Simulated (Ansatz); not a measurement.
## NbP: pressure against volume

NbP, I4_1md, a = 3.320 Å, c = 11.290 Å. The structure is a Materials Project entry; whether it is the stable form wasn't checked. Ansatz: PBEsol, PAW, 420 eV, Γ-centred 18×18×18 mesh on 4 atoms, Gaussian smearing 0.10 eV; no spin polarisation. Shape and atoms are relaxed at each volume; pressure is positive in compression.

| V (Å³/atom) | P (GPa) |
| --- | --- |
| 13.691 | 33.25 |
| 14.158 | ? |
| 14.625 | 14.08 |
| 15.091 | 6.49 |
| 15.558 | -0.01 |
| 16.025 | -5.60 |
| 16.492 | -10.37 |
| 17.114 | -15.67 |

Question: Take V0 = 15.558 Å³/atom, count pressures from its P0 = -0.01 GPa, fit the third-order Birch–Murnaghan form to the other rows, and predict the missing pressure.

Answer: With the Eulerian strain f = ½[(V0/V)^(2/3) − 1] and y = (P − P0)/[3f(1 + 2f)^(5/2)], the form is the line y = B0 + 1.5 B0 (B0′ − 4) f. Rows (f, y): 0.04448, 201.4; 0.02105, 201.3; 0.01026, 200.7; -0.00976, 200.6; -0.01906, 199.7; -0.03079, 198.7. Means f = 0.002697, y = 200.40; Σ(Δf)² = 0.003890, ΣΔfΔy = 0.1302; the slope is their ratio. y = 200.3 + 33.48 f GPa, so B0 = 200.3 GPa and B0′ = 4 + 2 × (33.48)/(3 × 200.3) = 4.11. At V = 14.158, f = 0.03244, y = 201.39 and P = 22.92 GPa. The run gave 22.93 GPa, so the fit is 0.01 GPa too low, within the rms miss on the fitted rows (0.03 GPa).